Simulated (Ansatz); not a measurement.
SnSe2 in the CdCl2-type structure was relaxed with 3 functionals in the plane-wave code Ansatz, cell and atoms free, the symmetry of the start kept (meshes: PBE-D3(BJ) 8×8×8, r2SCAN+rVV10 8×8×8, PBE-D4 8×8×8). Computed, not measured; no magnetism was allowed, and whether the structure is a known phase isn't checked.

The r2SCAN+rVV10 result:
```
Sn Se
1.0
     1.91229    1.10406    6.33509
    -1.91229    1.10406    6.33509
     0.00000   -2.20812    6.33509
Sn Se
1 2
Direct
  0.00000 0.00000 0.00000
  0.25056 0.25056 0.25056
  0.74944 0.74944 0.74944
```

Space group R-3m (No. 166), trigonal; a = 3.825 Å, c = 19.005 Å in the conventional setting, 26.75 Å³ an atom. Sn is surrounded by 6 Se at 2.71 Å; Se is surrounded by 3 Sn at 2.71 Å.

Q: What lattice does PBE-D3(BJ) give?

A: a = 3.835 Å, c = 18.533 Å; the volume differs by -2.0 % from r2SCAN+rVV10's. Sn is surrounded by 6 Se at 2.73 Å; Se is surrounded by 3 Sn at 2.73 Å.

Q: How does the cell change with PBE-D4?

A: a = 3.832 Å, c = 18.526 Å; the volume differs by -2.2 % from r2SCAN+rVV10's. Sn has 6 Se at 2.73 Å; Se has 3 Sn at 2.73 Å.
